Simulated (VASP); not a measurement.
## VASP 6.6.1 run: BaHfO₃

INCAR

```
NBANDS = 27
LMAXMIX = 4
GGA = PE
EDIFF = 1E-7
ISMEAR = -1
LDAUTYPE = 2
NSW = 0
LWAVE = .FALSE.
LREAL = .FALSE.
LDAU = .TRUE.
LDAUL = -1 2 -1
LDAUU = 0 3.0 0
SIGMA = 0.02
LDAUJ = 0 0 0
IBRION = -1
PREC = Accurate
LCHARG = .FALSE.
ENCUT = 520
NELM = 81
LASPH = .TRUE.
ISIF = 2
```

KPOINTS

```
KPOINTS created by Atomic Simulation Environment
0
Gamma
6 6 6
0 0 0
```

POSCAR

```
Ba Hf O
 1.0000000000000000
     4.3023705339999996    0.0000000000000000    0.0000000000000000
     0.0000000000000000    4.3023705339999996    0.0000000000000000
     0.0000000000000000    0.0000000000000000    4.3023705339999996
 Ba  Hf  O
   1   1   3
Cartesian
  0.0000000000000000  0.0000000000000000  0.0000000000000000
  2.1511852669999998  2.1511852669999998  2.1511852669999998
  2.1511852669999998  2.1511852669999998  0.0000000000000000
  2.1511852669999998  0.0000000000000000  2.1511852669999998
  0.0000000000000000  2.1511852669999998  2.1511852669999998
```

The recommended PBE PAW datasets give the neutral cell 38 valence electrons.

Command

```
mpirun -np 1 vasp_std
```

How does this run end, and what does it give?

It converged. Results: gap between bands v and c on the k mesh 3.82 eV; least direct gap on the k mesh 4.15 eV; pressure -6.7 GPa. Band v is the last that the valence electrons fill when counted band by band, and c is the next.

OSZICAR

```
N       E                     dE             d eps       ncg     rms          rms(c)
DAV:   1     0.218940281576E+03    0.21894E+03   -0.20631E+04  1080   0.135E+03
DAV:   2    -0.363384584292E+02   -0.25528E+03   -0.24554E+03  1320   0.312E+02
DAV:   3    -0.492501518918E+02   -0.12912E+02   -0.12851E+02  1441   0.667E+01
DAV:   4    -0.494347417951E+02   -0.18459E+00   -0.18442E+00  1508   0.738E+00
DAV:   5    -0.494382002574E+02   -0.34585E-02   -0.34583E-02  1439   0.683E-01    0.489E+01
DAV:   6    -0.419837640373E+02    0.74544E+01   -0.37050E+01  1244   0.322E+01    0.450E+01
DAV:   7    -0.417605564420E+02    0.22321E+00   -0.20631E+00  1389   0.841E+00    0.326E+01
DAV:   8    -0.417466923866E+02    0.13864E-01   -0.87108E-01  1325   0.641E+00    0.106E+01
DAV:   9    -0.416944070055E+02    0.52285E-01   -0.19697E-01  1295   0.282E+00    0.271E+00
DAV:  10    -0.416947105929E+02   -0.30359E-03   -0.12790E-02  1436   0.699E-01    0.116E+00
DAV:  11    -0.416945374627E+02    0.17313E-03   -0.74818E-04  1355   0.169E-01    0.323E-01
DAV:  12    -0.416945621840E+02   -0.24721E-04   -0.10337E-04  1404   0.593E-02    0.109E-01
DAV:  13    -0.416945700925E+02   -0.79084E-05   -0.12158E-05  1379   0.219E-02    0.524E-03
DAV:  14    -0.416945702152E+02   -0.12273E-06   -0.59448E-07  1438   0.465E-03    0.429E-03
DAV:  15    -0.416945701944E+02    0.20834E-07   -0.15499E-07  1234   0.241E-03
   1 F= -.41694570E+02 E0= -.41694570E+02  d E =-.398246E-12
```

For comparison, a separate PBE run of the intended cell, on usual settings and not on those above, gives a gap of 3.39 eV on its mesh and a pressure of -9.7 GPa.
